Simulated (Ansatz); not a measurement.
# Gallium, alpha-Ga (Cmce) under PBEsol: structure, energy and stiffness, part 2 of 2

What does PBEsol give for gallium in the alpha-Ga (Cmce) structure? We relax it, solve it on a dense k-mesh, switch on spin-orbit coupling, then scale the cell to 7 volumes from 88 to 112 % of the relaxed one and try a fit of the equation of state. The k-meshes are 8×8×7 for the relaxation; 11×11×9 for the dense run; 8×8×7 for spin-orbit coupling; 11×11×9 for the volumes. It starts from a deposited cell (COD).

Ansatz 0.2.0; DFT, PBEsol, plane waves (420 eV) with PAW, scalar-relativistic. The steps go on from the part before.

### Step 4. With spin-orbit coupling

Contents of input.yaml:

```yaml
crystal:
  lattice:
    - [2.2458594244, -3.7944559439, 0.0]
    - [2.2458594244, 3.7944559439, 0.0]
    - [0.0, 0.0, 4.4748711391]
  atoms:
    - { symbol: Ga, position: [0.8444098681, 0.1555901319, 0.0845715461] }
    - { symbol: Ga, position: [0.6555901319, 0.3444098681, 0.5845715461] }
    - { symbol: Ga, position: [0.1555901319, 0.8444098681, 0.9154284539] }
    - { symbol: Ga, position: [0.3444098681, 0.6555901319, 0.4154284539] }
hamiltonian:
  xc: pbesol
  pseudopotentials:
    kind: paw_fr
    azcp:
      Ga: "pseudopotentials/Ga.paw.azcp"
basis:
  ecutwfc: 420
  fft_grid_basis: typed
kpoints:
  mp_grid: { grid: [8, 8, 7], shift: [0, 0, 0] }
magnetization:
  noncollinear: true
  spin_orbit: true
scf:
  occupations: { method: fermi_dirac, width: 0.1 }
```

The log of the run, shortened:

```text
Warning: <dir> the record states the generating functional pbe (its physics header spells it `PBE`), which answers neither for hamiltonian.xc's functional nor for the pbesol family's — results may be inconsistent (PPs are generated against a specific XC)
[...]
Pseudopotentials: kind: paw_fr
Pseudopotential: Ga, paw_fr, valence charge 13, recommended cutoff 420 eV (normal), <dir>
Functional definition: PBEsol
[...]
non-collinear run that drives no moment, with spin-orbit: no starting moment large enough to seed its density (crystal.atoms[].spin), no starting occupations that ask for one, no magnetisation constraint and no magnetic field, so the semilocal B_xc is pinned to zero
Crystal: 4 atoms, lattice volume = 76.268 Å³
Basis set: ecut = 420 eV, 1517 PW (Γ)
Bands: 64, of which v1, the nominal top of the filled ones, is band 52 counted from 1 (51 counted from 0)
Symmetry: 8 space group operations + 8 with time reversal
[...]
spin=Noncollinear: Kerker preconditioning applied to the charge; magnetization (m_x, m_y, m_z) channels mix plain (no charge-response kernel on spin).
[...]
SCF iter   8: F=-14973.121330 eV  HF=-14973.121330 eV  |F-HF|=1.24e-8  |Δ(HF+E_count)|=   7.57e-7  Δρ=9.09e-6  dr2=4.37e-8  dr2_m=0.00e0 (ungated)  ethr=1.92e-10  |M|=0.00e0 ∫|m|=0.00e0 μB  |m|>n=0.0e0 m-floor=0.0e0 τ_xc=0.0e0  ⟨swp⟩=3.0  Hψ=7377  notcnv=0
[...]
SCF converged after 8 iterations
Magnetization: |M| = 0.0000 μB,  M = (+0.0000, +0.0000, +0.0000) μB
Absolute magnetization: 0.0000 μB (∫|m|)
  site 0: m = (+0.0000, +0.0000, +0.0000) μB, |m| = 0.0000 μB  (R = 1.02 Å)
  site 1: m = (+0.0000, +0.0000, +0.0000) μB, |m| = 0.0000 μB  (R = 1.02 Å)
  site 2: m = (+0.0000, +0.0000, +0.0000) μB, |m| = 0.0000 μB  (R = 1.02 Å)
  site 3: m = (+0.0000, +0.0000, +0.0000) μB, |m| = 0.0000 μB  (R = 1.02 Å)
Free energy (F): -14973.121330 eV
[...]
E sigma→0 (E₀):  -14973.105797 eV
Entropy (-TS):   -0.031066 eV (-7.766 meV/atom)
Fermi energy:    9.252897 eV
[...]
```

Wall time 62 s (1 thread of an x86-64 CPU, shared host); peak memory 0.96 GiB.

With and without spin-orbit coupling:

```csv
,scalar-relativistic,with spin-orbit coupling
k-mesh,11×11×9,8×8×7
gap on the mesh,none (levels filled in part),none (levels filled in part)
```

The meshes differ, so small differences between the columns need not come from spin-orbit coupling.

### Step 5. At 88 % of the relaxed volume

Contents of input.yaml:

```yaml
crystal:
  lattice:
    - [2.1521710884, -3.6361663113, 0.0]
    - [2.1521710884, 3.6361663113, 0.0]
    - [0.0, 0.0, 4.2881972868]
  atoms:
    - { symbol: Ga, position: [0.8444098681, 0.1555901319, 0.0845715461] }
    - { symbol: Ga, position: [0.6555901319, 0.3444098681, 0.5845715461] }
    - { symbol: Ga, position: [0.1555901319, 0.8444098681, 0.9154284539] }
    - { symbol: Ga, position: [0.3444098681, 0.6555901319, 0.4154284539] }
hamiltonian:
  xc: pbesol
  pseudopotentials:
    kind: paw
    azcp:
      Ga: "pseudopotentials/Ga.paw.azcp"
basis:
  ecutwfc: 420
  fft_grid_basis: typed
kpoints:
  mp_grid: { grid: [11, 11, 9], shift: [0, 0, 0] }
magnetization:
  spin_polarized: false
scf:
  occupations: { method: fermi_dirac, width: 0.1 }
output:
  stress: true
```

The log of the run, shortened:

```text
Warning: <dir> the record states the generating functional pbe (its physics header spells it `PBE`), which answers neither for hamiltonian.xc's functional nor for the pbesol family's — results may be inconsistent (PPs are generated against a specific XC)
[...]
Pseudopotentials: kind: paw
Pseudopotential: Ga, paw, valence charge 13, recommended cutoff 420 eV (normal), <dir>
Functional definition: PBEsol
[...]
Crystal: 4 atoms, lattice volume = 67.116 Å³
Basis set: ecut = 420 eV, 1293 PW (Γ)
Bands: 30, of which v1, the nominal top of the filled ones, is band 26 counted from 1 (25 counted from 0)
Symmetry: 8 space group operations
Space group: Cmce (ITA 64), of the structure as read, at distance tolerance 4.1e-5 Å
k-points: 180 of 1089
[...]
SCF iter   1: F=—  HF=-14972.551329 eV  |F-HF|=—  |Δ(HF+E_count)|=         —  Δρ=3.21e-3  dr2=4.95e-3  ethr=1.77e-3  ⟨swp⟩=5.3  Hψ=19407  notcnv=0
[...]
SCF iter   7: F=-14972.548814 eV  HF=-14972.548814 eV  |F-HF|=1.43e-9  |Δ(HF+E_count)|=   1.12e-8  Δρ=2.38e-6  dr2=3.10e-9  ethr=1.92e-10  ⟨swp⟩=4.0  Hψ=19814  notcnv=0
[...]
SCF converged after 7 iterations
Free energy (F): -14972.548814 eV
[...]
E sigma→0 (E₀):  -14972.535994 eV
Entropy (-TS):   -0.025641 eV (-6.410 meV/atom)
Fermi energy:    10.996851 eV
[...]
--- Stress (GPa, compression-positive) ---
       10.037145       0.000000      -0.000000
        0.000000      11.499699       0.000000
       -0.000000       0.000000      10.927221
  P = ⅓ Tr σ = 10.8214 GPa (108.214 kbar)
```

Wall time 26 s (1 thread of an x86-64 CPU, shared host); peak memory 0.73 GiB.

### Step 6. At 92 % of the relaxed volume

Changes to input.yaml since step 5:

```diff
@@ -2,5 +2,5 @@
   lattice:
-    - [2.1521710884, -3.6361663113, 0.0]
-    - [2.1521710884, 3.6361663113, 0.0]
-    - [0.0, 0.0, 4.2881972868]
+    - [2.1842977814, -3.6904454526, 0.0]
+    - [2.1842977814, 3.6904454526, 0.0]
+    - [0.0, 0.0, 4.3522096687]
   atoms:
```

The log of the run, shortened:

```text
Warning: <dir> the record states the generating functional pbe (its physics header spells it `PBE`), which answers neither for hamiltonian.xc's functional nor for the pbesol family's — results may be inconsistent (PPs are generated against a specific XC)
[...]
Pseudopotentials: kind: paw
Pseudopotential: Ga, paw, valence charge 13, recommended cutoff 420 eV (normal), <dir>
Functional definition: PBEsol
[...]
Crystal: 4 atoms, lattice volume = 70.167 Å³
Basis set: ecut = 420 eV, 1353 PW (Γ)
Bands: 30, of which v1, the nominal top of the filled ones, is band 26 counted from 1 (25 counted from 0)
Symmetry: 8 space group operations
Space group: Cmce (ITA 64), of the structure as read, at distance tolerance 4.1e-5 Å
k-points: 180 of 1089
[...]
SCF iter   1: F=—  HF=-14972.712509 eV  |F-HF|=—  |Δ(HF+E_count)|=         —  Δρ=3.01e-3  dr2=4.54e-3  ethr=1.77e-3  ⟨swp⟩=5.4  Hψ=19673  notcnv=0
[...]
SCF iter   7: F=-14972.710337 eV  HF=-14972.710337 eV  |F-HF|=1.83e-9  |Δ(HF+E_count)|=   1.65e-8  Δρ=2.59e-6  dr2=4.01e-9  ethr=1.92e-10  ⟨swp⟩=4.0  Hψ=19984  notcnv=0
[...]
SCF converged after 7 iterations
Free energy (F): -14972.710337 eV
[...]
E sigma→0 (E₀):  -14972.696981 eV
Entropy (-TS):   -0.026712 eV (-6.678 meV/atom)
Fermi energy:    10.351493 eV
[...]
--- Stress (GPa, compression-positive) ---
        5.885036       0.000000       0.000000
        0.000000       6.729849       0.000000
        0.000000       0.000000       6.360689
  P = ⅓ Tr σ = 6.3252 GPa (63.252 kbar)
```

It took 33 s on 1 thread of an x86-64 CPU, shared host; peak memory 0.73 GiB.

### Step 7. At 96 % of the relaxed volume

Changes to input.yaml since step 6:

```diff
@@ -2,5 +2,5 @@
   lattice:
-    - [2.1842977814, -3.6904454526, 0.0]
-    - [2.1842977814, 3.6904454526, 0.0]
-    - [0.0, 0.0, 4.3522096687]
+    - [2.2155062519, -3.7431732258, 0.0]
+    - [2.2155062519, 3.7431732258, 0.0]
+    - [0.0, 0.0, 4.4143924938]
   atoms:
```

The log of the run, shortened:

```text
Warning: <dir> the record states the generating functional pbe (its physics header spells it `PBE`), which answers neither for hamiltonian.xc's functional nor for the pbesol family's — results may be inconsistent (PPs are generated against a specific XC)
[...]
Pseudopotentials: kind: paw
Pseudopotential: Ga, paw, valence charge 13, recommended cutoff 420 eV (normal), <dir>
Functional definition: PBEsol
[...]
Crystal: 4 atoms, lattice volume = 73.217 Å³
Basis set: ecut = 420 eV, 1473 PW (Γ)
Bands: 30, of which v1, the nominal top of the filled ones, is band 26 counted from 1 (25 counted from 0)
Symmetry: 8 space group operations
Space group: Cmce (ITA 64), of the structure as read, at distance tolerance 4.2e-5 Å
k-points: 180 of 1089
[...]
SCF iter   1: F=—  HF=-14972.798881 eV  |F-HF|=—  |Δ(HF+E_count)|=         —  Δρ=2.66e-3  dr2=3.91e-3  ethr=1.77e-3  ⟨swp⟩=5.5  Hψ=19807  notcnv=0
[...]
SCF iter   7: F=-14972.795813 eV  HF=-14972.795813 eV  |F-HF|=1.20e-8  |Δ(HF+E_count)|=   1.88e-8  Δρ=4.36e-6  dr2=1.12e-8  ethr=1.92e-10  ⟨swp⟩=4.2  Hψ=20522  notcnv=0
[...]
SCF converged after 7 iterations
Free energy (F): -14972.795813 eV
[...]
E sigma→0 (E₀):  -14972.781919 eV
Entropy (-TS):   -0.027788 eV (-6.947 meV/atom)
Fermi energy:    9.760695 eV
[...]
--- Stress (GPa, compression-positive) ---
        2.588620       0.000000       0.000000
        0.000000       2.996930       0.000000
        0.000000       0.000000       2.804603
  P = ⅓ Tr σ = 2.7967 GPa (27.967 kbar)
```

Wall time 21 s (1 thread of an x86-64 CPU, shared host); peak memory 0.73 GiB.

### Step 8. At 100 % of the relaxed volume

Changes to input.yaml since step 7:

```diff
@@ -2,5 +2,5 @@
   lattice:
-    - [2.2155062519, -3.7431732258, 0.0]
-    - [2.2155062519, 3.7431732258, 0.0]
-    - [0.0, 0.0, 4.4143924938]
+    - [2.2458594244, -3.7944559439, 0.0]
+    - [2.2458594244, 3.7944559439, 0.0]
+    - [0.0, 0.0, 4.4748711391]
   atoms:
```

The log of the run, shortened:

```text
Warning: <dir> the record states the generating functional pbe (its physics header spells it `PBE`), which answers neither for hamiltonian.xc's functional nor for the pbesol family's — results may be inconsistent (PPs are generated against a specific XC)
[...]
Pseudopotentials: kind: paw
Pseudopotential: Ga, paw, valence charge 13, recommended cutoff 420 eV (normal), <dir>
Functional definition: PBEsol
[...]
Crystal: 4 atoms, lattice volume = 76.268 Å³
Basis set: ecut = 420 eV, 1517 PW (Γ)
Bands: 30, of which v1, the nominal top of the filled ones, is band 26 counted from 1 (25 counted from 0)
Symmetry: 8 space group operations
Space group: Cmce (ITA 64), of the structure as read, at distance tolerance 4.2e-5 Å
k-points: 180 of 1089
[...]
SCF iter   1: F=—  HF=-14972.825960 eV  |F-HF|=—  |Δ(HF+E_count)|=         —  Δρ=2.26e-3  dr2=3.21e-3  ethr=1.77e-3  ⟨swp⟩=5.6  Hψ=20120  notcnv=0
[...]
SCF iter   8: F=-14972.821684 eV  HF=-14972.821684 eV  |F-HF|=2.44e-8  |Δ(HF+E_count)|=   6.38e-8  Δρ=5.81e-6  dr2=1.32e-8  ethr=1.92e-10  ⟨swp⟩=4.1  Hψ=20076  notcnv=0
[...]
SCF converged after 8 iterations
Free energy (F): -14972.821684 eV
[...]
E sigma→0 (E₀):  -14972.807243 eV
Entropy (-TS):   -0.028882 eV (-7.221 meV/atom)
Fermi energy:    9.217392 eV
[...]
--- Stress (GPa, compression-positive) ---
       -0.031804       0.000000       0.000000
        0.000000       0.087579       0.000000
        0.000000       0.000000       0.044035
  P = ⅓ Tr σ = 0.0333 GPa (0.333 kbar)
```

Wall time 25 s (1 thread of an x86-64 CPU, shared host); peak memory 0.74 GiB.

### Step 9. At 104 % of the relaxed volume

Changes to input.yaml since step 8:

```diff
@@ -2,5 +2,5 @@
   lattice:
-    - [2.2458594244, -3.7944559439, 0.0]
-    - [2.2458594244, 3.7944559439, 0.0]
-    - [0.0, 0.0, 4.4748711391]
+    - [2.2754135955, -3.844388722, 0.0]
+    - [2.2754135955, 3.844388722, 0.0]
+    - [0.0, 0.0, 4.5337577755]
   atoms:
```

The log of the run, shortened:

```text
Warning: <dir> the record states the generating functional pbe (its physics header spells it `PBE`), which answers neither for hamiltonian.xc's functional nor for the pbesol family's — results may be inconsistent (PPs are generated against a specific XC)
[...]
Pseudopotentials: kind: paw
Pseudopotential: Ga, paw, valence charge 13, recommended cutoff 420 eV (normal), <dir>
Functional definition: PBEsol
[...]
Crystal: 4 atoms, lattice volume = 79.319 Å³
Basis set: ecut = 420 eV, 1545 PW (Γ)
Bands: 30, of which v1, the nominal top of the filled ones, is band 26 counted from 1 (25 counted from 0)
Symmetry: 8 space group operations
Space group: Cmce (ITA 64), of the structure as read, at distance tolerance 4.3e-5 Å
k-points: 180 of 1089
[...]
SCF iter   1: F=—  HF=-14972.805216 eV  |F-HF|=—  |Δ(HF+E_count)|=         —  Δρ=2.03e-3  dr2=2.81e-3  ethr=1.77e-3  ⟨swp⟩=5.6  Hψ=20164  notcnv=0
[...]
SCF iter   8: F=-14972.800929 eV  HF=-14972.800929 eV  |F-HF|=8.35e-8  |Δ(HF+E_count)|=   5.03e-8  Δρ=1.02e-5  dr2=4.17e-8  ethr=1.92e-10  ⟨swp⟩=4.0  Hψ=18783  notcnv=0
[...]
SCF converged after 8 iterations
Free energy (F): -14972.800929 eV
[...]
E sigma→0 (E₀):  -14972.785844 eV
Entropy (-TS):   -0.030169 eV (-7.542 meV/atom)
Fermi energy:    8.715764 eV
[...]
--- Stress (GPa, compression-positive) ---
       -2.094070       0.000000       0.000000
        0.000000      -2.165587       0.000000
        0.000000       0.000000      -2.109070
  P = ⅓ Tr σ = -2.1229 GPa (-21.229 kbar)
```

Run time: 30 s. Hardware: 1 thread of an x86-64 CPU, shared host; peak memory 0.76 GiB.

### Step 10. At 108 % of the relaxed volume

Changes to input.yaml since step 9:

```diff
@@ -2,5 +2,5 @@
   lattice:
-    - [2.2754135955, -3.844388722, 0.0]
-    - [2.2754135955, 3.844388722, 0.0]
-    - [0.0, 0.0, 4.5337577755]
+    - [2.3042193572, -3.8930570369, 0.0]
+    - [2.3042193572, 3.8930570369, 0.0]
+    - [0.0, 0.0, 4.5911532074]
   atoms:
```

The log of the run, shortened:

```text
Warning: <dir> the record states the generating functional pbe (its physics header spells it `PBE`), which answers neither for hamiltonian.xc's functional nor for the pbesol family's — results may be inconsistent (PPs are generated against a specific XC)
[...]
Pseudopotentials: kind: paw
Pseudopotential: Ga, paw, valence charge 13, recommended cutoff 420 eV (normal), <dir>
Functional definition: PBEsol
[...]
Crystal: 4 atoms, lattice volume = 82.369 Å³
Basis set: ecut = 420 eV, 1625 PW (Γ)
Bands: 30, of which v1, the nominal top of the filled ones, is band 26 counted from 1 (25 counted from 0)
Symmetry: 8 space group operations
Space group: Cmce (ITA 64), of the structure as read, at distance tolerance 4.4e-5 Å
k-points: 180 of 1089
[...]
SCF iter   1: F=—  HF=-14972.747087 eV  |F-HF|=—  |Δ(HF+E_count)|=         —  Δρ=2.06e-3  dr2=2.78e-3  ethr=1.77e-3  ⟨swp⟩=5.6  Hψ=20013  notcnv=0
[...]
SCF iter   7: F=-14972.743891 eV  HF=-14972.743891 eV  |F-HF|=1.77e-8  |Δ(HF+E_count)|=   1.82e-8  Δρ=4.86e-6  dr2=1.42e-8  ethr=1.92e-10  ⟨swp⟩=4.0  Hψ=20225  notcnv=0
[...]
SCF converged after 7 iterations
Free energy (F): -14972.743891 eV
[...]
E sigma→0 (E₀):  -14972.728059 eV
Entropy (-TS):   -0.031663 eV (-7.916 meV/atom)
Fermi energy:    8.250696 eV
[...]
--- Stress (GPa, compression-positive) ---
       -3.721511       0.000000       0.000000
        0.000000      -3.896728       0.000000
        0.000000       0.000000      -3.776363
  P = ⅓ Tr σ = -3.7982 GPa (-37.982 kbar)
```

It took 27 s on 1 thread of an x86-64 CPU, shared host; peak memory 0.77 GiB.

### Step 11. At 112 % of the relaxed volume

Changes to input.yaml since step 10:

```diff
@@ -2,5 +2,5 @@
   lattice:
-    - [2.3042193572, -3.8930570369, 0.0]
-    - [2.3042193572, 3.8930570369, 0.0]
-    - [0.0, 0.0, 4.5911532074]
+    - [2.3323223629, -3.9405380217, 0.0]
+    - [2.3323223629, 3.9405380217, 0.0]
+    - [0.0, 0.0, 4.6471483993]
   atoms:
```

The log of the run, shortened:

```text
Warning: <dir> the record states the generating functional pbe (its physics header spells it `PBE`), which answers neither for hamiltonian.xc's functional nor for the pbesol family's — results may be inconsistent (PPs are generated against a specific XC)
[...]
Pseudopotentials: kind: paw
Pseudopotential: Ga, paw, valence charge 13, recommended cutoff 420 eV (normal), <dir>
Functional definition: PBEsol
[...]
Crystal: 4 atoms, lattice volume = 85.420 Å³
Basis set: ecut = 420 eV, 1669 PW (Γ)
Bands: 30, of which v1, the nominal top of the filled ones, is band 26 counted from 1 (25 counted from 0)
Symmetry: 8 space group operations
Space group: Cmce (ITA 64), of the structure as read, at distance tolerance 4.4e-5 Å
k-points: 180 of 1089
[...]
SCF iter   1: F=—  HF=-14972.662085 eV  |F-HF|=—  |Δ(HF+E_count)|=         —  Δρ=2.05e-3  dr2=2.72e-3  ethr=1.77e-3  ⟨swp⟩=5.7  Hψ=20036  notcnv=0
[...]
SCF iter   6: F=-14972.658671 eV  HF=-14972.658671 eV  |F-HF|=2.74e-8  |Δ(HF+E_count)|=   7.05e-7  Δρ=9.16e-6  dr2=8.22e-8  ethr=1.92e-10  ⟨swp⟩=3.0  Hψ=21754  notcnv=0
[...]
SCF converged after 6 iterations
Free energy (F): -14972.658671 eV
[...]
E sigma→0 (E₀):  -14972.641960 eV
Entropy (-TS):   -0.033422 eV (-8.356 meV/atom)
Fermi energy:    7.818657 eV
[...]
--- Stress (GPa, compression-positive) ---
       -5.004342       0.000000       0.000000
        0.000000      -5.226164       0.000000
        0.000000       0.000000      -5.062350
  P = ⅓ Tr σ = -5.0976 GPa (-50.976 kbar)
```

Run time: 39 s. Hardware: 1 thread of an x86-64 CPU, shared host; peak memory 0.77 GiB.

### Step 12. Energy and pressure against volume

The cell was scaled evenly, with its shape and the fractional positions fixed.

| V (Å³/atom) | E − E₀ (meV/atom) | P from the stress (GPa) | P from the fit (GPa) |
| --- | --- | --- | --- |
| 16.779 | 67.8 | 10.82 | 10.81 |
| 17.542 | 27.5 | 6.33 | 6.29 |
| 18.304 | 6.3 | 2.80 | 2.76 |
| 19.067 | 0.0 | 0.03 | 0.00 |
| 19.830 | 5.3 | -2.12 | -2.15 |
| 20.592 | 19.8 | -3.80 | -3.84 |
| 21.355 | 41.3 | -5.10 | -5.16 |

Fit (Birch-Murnaghan, third order): V₀ = 19.068 Å³/atom, B₀ = 61 GPa, B₀′ = 5.1, largest residual 0.02 meV/atom.

### Step 13. What came out

The summary covers parts 1 to 2.

```
                      quantity                                  value
space group (spins left aside)                          Cmce (No. 64)
             conventional cell  a = 4.492 Å, b = 7.589 Å, c = 4.475 Å
                        volume                         19.067 Å³/atom
             shortest distance                                2.480 Å
   against the measured volume                -2.7 % (19.595 Å³/atom)
               gap on the mesh           none (levels filled in part)
                   V₀, B₀, B₀′            19.068 Å³/atom, 61 GPa, 5.1
```

In words: Against experiment, PBEsol misses the volume by -2.7 %. Part of the miss is zero-point motion and any thermal expansion in the deposited cell. Levels at the Fermi energy are filled in part, as in a metal. The total energy of the spin-orbit run (on a coarser mesh) lies -75 meV/atom from the scalar one; mesh and treatment of the core enter this figure, so it is no spin-orbit energy. B₀ comes out at 61 GPa; letting shape and positions relax at each volume could only lower it.
